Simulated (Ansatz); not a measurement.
## A trial form of PbS

Method: DFT PBE, scalar-relativistic, plane waves, PAW in Ansatz. Cutoff 420 eV, Gaussian smearing, Γ-centred meshes. In-plane cell and atoms relax first on a coarse mesh and then on a finer one. In metals the finer mesh still leaves noise of several meV/atom or more. The steps can't lower the symmetry of their start. No spin polarisation.

The guess for PbS was made by a generator: random sheet by layer group and Wyckoff sites. The dimensions are guesses.

The sheet is periodic along a and b; c holds vacuum.

```
CELL_PARAMETERS angstrom
3.98551 0.00000 0.00000
0.00000 6.07130 0.00000
0.00000 0.00000 14.00000
ATOMIC_POSITIONS crystal
Pb 0.00000 0.00000 0.50000
S 0.00000 0.50000 0.50000
```

Formation energies are uncorrected and refer to the elements' standard structures at the same level.

Q: Describe the relaxed structure.

A: The symmetry stays pmmm (No. 37). The area per atom shrinks by 16.0 %, from 12.1 to 10.2 Å². The shortest distance goes from 3.04 Å (Pb–S) to 2.58 Å (Pb–S). The energy falls by about 0.41 eV/atom (the start's value is from the coarse mesh). The program sets the height of the box itself, so the height of the cell differs between start and end. In-plane cell: a = 3.947 Å, b = 5.150 Å, γ = 90.0°, thickness 0.00 Å between the outermost nuclei. Pb at height 0.00 Å has 2 S at 2.58 Å; S at height 0.00 Å has 2 Pb at 2.58 Å.

```
CELL_PARAMETERS angstrom
3.94695 0.00000 0.00000
0.00000 5.15024 0.00000
0.00000 0.00000 23.80000
ATOMIC_POSITIONS crystal
Pb 0.00000 0.00000 0.29412
S 0.00000 0.50000 0.29412
```

Q: Give its energy and gap.

A:

| Quantity | Value |
| --- | --- |
| Formation energy | +0.46 eV/atom |
| Gap on the 14×12×1 mesh of the 2-atom cell | 0 eV (a metal) |

It can't be a ground state, since the elements alone are lower.

The last run used Gaussian smearing of 0.10 eV. Weakly bound directions are ill-defined at this level, which has no dispersion term. These runs have no spin–orbit coupling, which can matter for Pb. The reference form of S is held partly by dispersion forces, which this level lacks. Symmetry constrained the relaxation, so the result can be a saddle point. In all, the 3 runs took 80 s on 1 thread of AMD EPYC 9R45 96-Core Processor (Zen 5), on a shared host.
